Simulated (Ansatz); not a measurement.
# Where B_N puts its levels in the gap of AlN (P6_3mc)

Wanted: the transition levels of a substitutional impurity in AlN (P6_3mc), from a cell of 72 host atoms with 1 N taken out and 1 B put in.

Method: place-levels on r2SCAN runs: charge-transition levels and formation energies with image-charge correction and potential alignment at the atomic sites; PAW set soft_1, in Ansatz 0.2.0.

**1. Set-up**

The cell holds 72 atoms: 36 Al, 35 N and 1 B. Cell: a = 9.320 Å, b = 9.320 Å, c = 9.956 Å, α = 90.0°, β = 90.0°, γ = 120.0°. It derives from AlN (space group P6_3mc). Nearest the centre at fractional (0.556, 0.444, 0.440): B35 at 0.00 Å, Al26 at 1.89 Å, Al58 at 1.89 Å, Al34 at 1.89 Å, Al33 at 1.90 Å, N28 at 3.07 Å, N32 at 3.07 Å, N60 at 3.07 Å.

Structure file:

```xyz
72
Lattice="9.3196 0.0000 0.0000 -4.6598 8.0710 0.0000 0.0000 0.0000 9.9565" Properties=species:S:1:pos:R:3 pbc="T T T"
Al    1.5533    0.8968    2.4852
Al    0.0000    1.7936    4.9743
N     1.5533    0.8968    4.3848
N     0.0000    1.7936    1.8957
Al    1.5533    0.8968    7.4634
Al    0.0000    1.7936    9.9525
N     1.5533    0.8968    9.3631
N     0.0000    1.7936    6.8739
Al    0.0000    3.5871    2.4852
Al   -1.5533    4.4839    4.9743
N     0.0000    3.5871    4.3848
N    -1.5533    4.4839    1.8957
Al    0.0000    3.5871    7.4634
Al   -1.5533    4.4839    9.9525
N     0.0000    3.5871    9.3631
N    -1.5533    4.4839    6.8739
Al   -1.5533    6.2774    2.4852
Al   -3.1065    7.1742    4.9743
N    -1.5533    6.2774    4.3848
N    -3.1065    7.1742    1.8957
Al   -1.5533    6.2774    7.4634
Al   -3.1065    7.1742    9.9525
N    -1.5533    6.2774    9.3631
N    -3.1065    7.1742    6.8739
Al    4.6598    0.8968    2.4852
Al    3.1065    1.7936    4.9743
N     4.6598    0.8968    4.3848
N     3.1065    1.7936    1.8957
Al    4.6598    0.8968    7.4634
Al    3.1065    1.7936    9.9525
N     4.6598    0.8968    9.3631
N     3.1065    1.7936    6.8739
Al    3.1065    3.5871    2.4852
Al    1.5533    4.4839    4.9743
B     3.1065    3.5871    4.3848
N     1.5533    4.4839    1.8957
Al    3.1065    3.5871    7.4634
Al    1.5533    4.4839    9.9525
N     3.1065    3.5871    9.3631
N     1.5533    4.4839    6.8739
Al    1.5533    6.2774    2.4852
Al    0.0000    7.1742    4.9743
N     1.5533    6.2774    4.3848
N     0.0000    7.1742    1.8957
Al    1.5533    6.2774    7.4634
Al    0.0000    7.1742    9.9525
N     1.5533    6.2774    9.3631
N     0.0000    7.1742    6.8739
Al    7.7663    0.8968    2.4852
Al    6.2130    1.7936    4.9743
N     7.7663    0.8968    4.3848
N     6.2130    1.7936    1.8957
Al    7.7663    0.8968    7.4634
Al    6.2130    1.7936    9.9525
N     7.7663    0.8968    9.3631
N     6.2130    1.7936    6.8739
Al    6.2130    3.5871    2.4852
Al    4.6598    4.4839    4.9743
N     6.2130    3.5871    4.3848
N     4.6598    4.4839    1.8957
Al    6.2130    3.5871    7.4634
Al    4.6598    4.4839    9.9525
N     6.2130    3.5871    9.3631
N     4.6598    4.4839    6.8739
Al    4.6598    6.2774    2.4852
Al    3.1065    7.1742    4.9743
N     4.6598    6.2774    4.3848
N     3.1065    7.1742    1.8957
Al    4.6598    6.2774    7.4634
Al    3.1065    7.1742    9.9525
N     4.6598    6.2774    9.3631
N     3.1065    7.1742    6.8739
```

Known beforehand: the electronic dielectric constant, (4.49, 4.49, 4.72), and the static one, (8.15, 8.15, 9.65), computed on the host (DFPT, PBEsol, on the r2SCAN cell), and a cell off the functional's own equilibrium shifts the ionic part.

The cell's shortest repeat is 9.3 Å.

**2. What was run first**

A transition level is the Fermi level at which two charge states cost the same, so each charge needs its own total energy, at its own relaxed structure.

Each atom starts 0.05 Å or so off its site in a random direction: a symmetric start keeps its symmetry, and would miss off-centre moves and Jahn–Teller distortions. Forces are taken at one point at (¼, ¼, ¼). The cell holds 2 electrons more than the neutral one, with a uniform background that keeps it neutral on the whole.

The sampling was tested on the host first: at the k-points planned (1x1x1 shifted 0.25 0.25 0.25) its energy lies -0.014 eV an atom from the dense-mesh value, under the bound of 0.02 eV set for this test; that bounds the host's error, not the defect's.

One state's input; the others differ in charge, spin, start and seed, and in occupations where the table says so.

qm2.relax/input.yaml reads:

```yaml
crystal:
  lattice:
    - [9.31956554, 9.0e-08, 0.0]
    - [-4.65978284, 8.07098046, 0.0]
    - [0.0, 0.0, 9.95647772]
  atoms:
    - { symbol: Al, position: [0.22222222, 0.11111111, 0.24960167] }
    - { symbol: Al, position: [0.11111111, 0.22222222, 0.49960167] }
    - { symbol: "N", position: [0.22222222, 0.11111111, 0.44039833] }
    - { symbol: "N", position: [0.11111111, 0.22222222, 0.19039833] }
    - { symbol: Al, position: [0.22222222, 0.11111111, 0.74960167] }
    - { symbol: Al, position: [0.11111111, 0.22222222, 0.99960167] }
    - { symbol: "N", position: [0.22222222, 0.11111111, 0.94039833] }
    - { symbol: "N", position: [0.11111111, 0.22222222, 0.69039833] }
    - { symbol: Al, position: [0.22222222, 0.44444444, 0.24960167] }
    - { symbol: Al, position: [0.11111111, 0.55555556, 0.49960167] }
    - { symbol: "N", position: [0.22222222, 0.44444444, 0.44039833] }
    - { symbol: "N", position: [0.11111111, 0.55555556, 0.19039833] }
    - { symbol: Al, position: [0.22222222, 0.44444444, 0.74960167] }
    - { symbol: Al, position: [0.11111111, 0.55555556, 0.99960167] }
    - { symbol: "N", position: [0.22222222, 0.44444444, 0.94039833] }
    - { symbol: "N", position: [0.11111111, 0.55555556, 0.69039833] }
    - { symbol: Al, position: [0.22222222, 0.77777778, 0.24960167] }
    - { symbol: Al, position: [0.11111111, 0.88888889, 0.49960167] }
    - { symbol: "N", position: [0.22222222, 0.77777778, 0.44039833] }
    - { symbol: "N", position: [0.11111111, 0.88888889, 0.19039833] }
    - { symbol: Al, position: [0.22222222, 0.77777778, 0.74960167] }
    - { symbol: Al, position: [0.11111111, 0.88888889, 0.99960167] }
    - { symbol: "N", position: [0.22222222, 0.77777778, 0.94039833] }
    - { symbol: "N", position: [0.11111111, 0.88888889, 0.69039833] }
    - { symbol: Al, position: [0.55555556, 0.11111111, 0.24960167] }
    - { symbol: Al, position: [0.44444444, 0.22222222, 0.49960167] }
    - { symbol: "N", position: [0.55555556, 0.11111111, 0.44039833] }
    - { symbol: "N", position: [0.44444444, 0.22222222, 0.19039833] }
    - { symbol: Al, position: [0.55555556, 0.11111111, 0.74960167] }
    - { symbol: Al, position: [0.44444444, 0.22222222, 0.99960167] }
    - { symbol: "N", position: [0.55555556, 0.11111111, 0.94039833] }
    - { symbol: "N", position: [0.44444444, 0.22222222, 0.69039833] }
    - { symbol: Al, position: [0.55555556, 0.44444444, 0.24960167] }
    - { symbol: Al, position: [0.44444444, 0.55555556, 0.49960167] }
    - { symbol: B, position: [0.55555556, 0.44444444, 0.44039833] }
    - { symbol: "N", position: [0.44444444, 0.55555556, 0.19039833] }
    - { symbol: Al, position: [0.55555556, 0.44444444, 0.74960167] }
    - { symbol: Al, position: [0.44444444, 0.55555556, 0.99960167] }
    - { symbol: "N", position: [0.55555556, 0.44444444, 0.94039833] }
    - { symbol: "N", position: [0.44444444, 0.55555556, 0.69039833] }
    - { symbol: Al, position: [0.55555556, 0.77777778, 0.24960167] }
    - { symbol: Al, position: [0.44444444, 0.88888889, 0.49960167] }
    - { symbol: "N", position: [0.55555556, 0.77777778, 0.44039833] }
    - { symbol: "N", position: [0.44444444, 0.88888889, 0.19039833] }
    - { symbol: Al, position: [0.55555556, 0.77777778, 0.74960167] }
    - { symbol: Al, position: [0.44444444, 0.88888889, 0.99960167] }
    - { symbol: "N", position: [0.55555556, 0.77777778, 0.94039833] }
    - { symbol: "N", position: [0.44444444, 0.88888889, 0.69039833] }
    - { symbol: Al, position: [0.88888889, 0.11111111, 0.24960167] }
    - { symbol: Al, position: [0.77777778, 0.22222222, 0.49960167] }
    - { symbol: "N", position: [0.88888889, 0.11111111, 0.44039833] }
    - { symbol: "N", position: [0.77777778, 0.22222222, 0.19039833] }
    - { symbol: Al, position: [0.88888889, 0.11111111, 0.74960167] }
    - { symbol: Al, position: [0.77777778, 0.22222222, 0.99960167] }
    - { symbol: "N", position: [0.88888889, 0.11111111, 0.94039833] }
    - { symbol: "N", position: [0.77777778, 0.22222222, 0.69039833] }
    - { symbol: Al, position: [0.88888889, 0.44444444, 0.24960167] }
    - { symbol: Al, position: [0.77777778, 0.55555556, 0.49960167] }
    - { symbol: "N", position: [0.88888889, 0.44444444, 0.44039833] }
    - { symbol: "N", position: [0.77777778, 0.55555556, 0.19039833] }
    - { symbol: Al, position: [0.88888889, 0.44444444, 0.74960167] }
    - { symbol: Al, position: [0.77777778, 0.55555556, 0.99960167] }
    - { symbol: "N", position: [0.88888889, 0.44444444, 0.94039833] }
    - { symbol: "N", position: [0.77777778, 0.55555556, 0.69039833] }
    - { symbol: Al, position: [0.88888889, 0.77777778, 0.24960167] }
    - { symbol: Al, position: [0.77777778, 0.88888889, 0.49960167] }
    - { symbol: "N", position: [0.88888889, 0.77777778, 0.44039833] }
    - { symbol: "N", position: [0.77777778, 0.88888889, 0.19039833] }
    - { symbol: Al, position: [0.88888889, 0.77777778, 0.74960167] }
    - { symbol: Al, position: [0.77777778, 0.88888889, 0.99960167] }
    - { symbol: "N", position: [0.88888889, 0.77777778, 0.94039833] }
    - { symbol: "N", position: [0.77777778, 0.88888889, 0.69039833] }
  host:
    repeats: [3, 3, 2]
    atoms:
      - { symbol: Al, position: [0.66666667, 0.33333333, 0.49920333] }
      - { symbol: Al, position: [0.33333333, 0.66666667, 0.99920333] }
      - { symbol: "N", position: [0.66666667, 0.33333333, 0.88079667] }
      - { symbol: "N", position: [0.33333333, 0.66666667, 0.38079667] }
total_charge: -2
basis:
  ecutwfc: 500
  xc_grid: 2
hamiltonian:
  xc: r2scan
  pseudopotentials: { kind: paw, azcp: { folder: soft_1 } }
kpoints:
  mp_grid: { grid: [1, 1, 1], shift: [0.25, 0.25, 0.25] }
scf:
  occupations: { method: fixed }
  max_iter: 80
output:
  forces: true
  charged_corrections:
    epsilon: [4.49, 4.49, 4.72]
    static_epsilon: [8.15, 8.15, 9.65]
    defect_position: [0.555556, 0.444444, 0.440398]
relax:
  f_tol: 0.02
  max_steps: 80
  random_displacement: { amplitude: 0.05, seed: 7903 }
checkpoint:
  write: "../qm2.relax.run"
  compress: false
  write_wavefunctions: true
  write_every: 100000
```

Run with:

```console
$ ansatz run input.yaml --threads 4 --pin off --max-ram 7536MiB --backend cpu --events-out ev --progress --plain --runs-dir out
```

The relaxed structure is kept and the sampling changed to a 2×2×2 shifted mesh.

The run of this state that the levels use, under r2SCAN:

qm2.point/input.yaml reads:

```yaml
crystal:
  checkpoint: "../qm2.relax.run"
  host: checkpoint
total_charge: -2
basis:
  ecutwfc: 500
  xc_grid: 2
hamiltonian:
  xc: r2scan
  pseudopotentials: { kind: paw, azcp: { folder: soft_1 } }
kpoints:
  mp_grid: { grid: [2, 2, 2], shift: [0.5, 0.5, 0.5] }
scf:
  occupations: { method: fermi_dirac, width: 0.01 }
  max_iter: 80
output:
  forces: true
  eigenvalues: true
  charged_corrections:
    epsilon: [4.49, 4.49, 4.72]
    static_epsilon: [8.15, 8.15, 9.65]
    defect_position: [0.555556, 0.444444, 0.440398]
  eigenstates: { localisation: true }
  populations: true
checkpoint:
  read: "../qm2.relax.run"
  write: "../qm2.point.run"
  compress: false
  write_wavefunctions: false
  write_every: 100000
```

Relaxations under r2SCAN at one point at (¼, ¼, ¼); times on 4 threads of Arm Neoverse N1, shared host:

| charge | moment (μB) | occupations | outcome | steps | largest displacement against the far atoms (Å) | time |
| --- | --- | --- | --- | --- | --- | --- |
| −2 | 0 | fixed | converged | 9 | 0.28 | 3 min |
| −1 | 1 | fixed | converged | 7 | 0.13 | 6.8 min |
| 0 | 0 | fixed | not converged | - | - | 1.8 min |
| 0 | 0 | fermi-dirac | converged | 9 | 0.20 | 3.8 min |
| 0 | 2 | fixed | converged | 9 | 0.18 | 8.1 min |
| +1 | 1 | fixed | converged | 9 | 0.29 | 15 min |
| +1 | 3 | fixed | converged | 6 | 0.30 | 4.8 min |

Single points under r2SCAN at a 2×2×2 shifted mesh; times on 4 threads of Arm Neoverse N1, shared host:

| charge | moment (μB) | occupations | outcome | time |
| --- | --- | --- | --- | --- |
| −2 | 0 | fermi-dirac | converged | 2.2 min |
| −1 | 1 | fermi-dirac | converged | 6.2 min |
| 0 | 0 | fermi-dirac | converged | 2.4 min |
| 0 | 2 | fermi-dirac | converged | 6.3 min |
| +1 | 1 | fermi-dirac | converged | 10 min |
| +1 | 3 | fermi-dirac | converged | 5.5 min |

Distances (Å) from B35 to the nearest atoms after relaxation with r2SCAN:

| charge | moment (μB) | 1. | 2. | 3. | 4. | 5. | 6. |
| --- | --- | --- | --- | --- | --- | --- | --- |
| −2 | 0 | Al 1.91 | Al 1.91 | Al 1.91 | Al 1.97 | Al 2.69 | N 3.08 |
| −1 | 1 | Al 1.95 | Al 1.96 | Al 1.97 | Al 2.00 | Al 2.92 | N 3.08 |
| 0 | 0 | Al 1.97 | Al 1.98 | Al 2.04 | Al 2.13 | Al 2.90 | N 2.92 |
| 0 | 2 | Al 2.01 | Al 2.02 | Al 2.04 | Al 2.07 | Al 3.02 | N 3.07 |
| +1 | 1 | Al 2.09 | Al 2.10 | Al 2.11 | Al 2.15 | N 3.08 | N 3.09 |
| +1 | 3 | Al 2.10 | Al 2.11 | Al 2.11 | Al 2.15 | N 3.07 | N 3.08 |

(Part 1 of 2 ends here.)

[Logs are printed without paths, hosts, clocks, repeated set-up lines and the standing remarks that a program may print on its own settings, such as how far it seeks lower states.]

[Hosts, paths, dates, database ids (printed as entryN), source tags and the programs' standing remarks are cut or masked in the printed files.]

[Where a table of states has a column of steps, it counts the stored structures, which are thinned; the runs took as many ionic steps or more.]

[A defect's name tells the site on which it was built; relaxed atoms can leave that site.]

[For some hosts the program warned that the k-mesh of the response run may be too coarse for force constants and the static dielectric constant; such warnings are not shown here.]
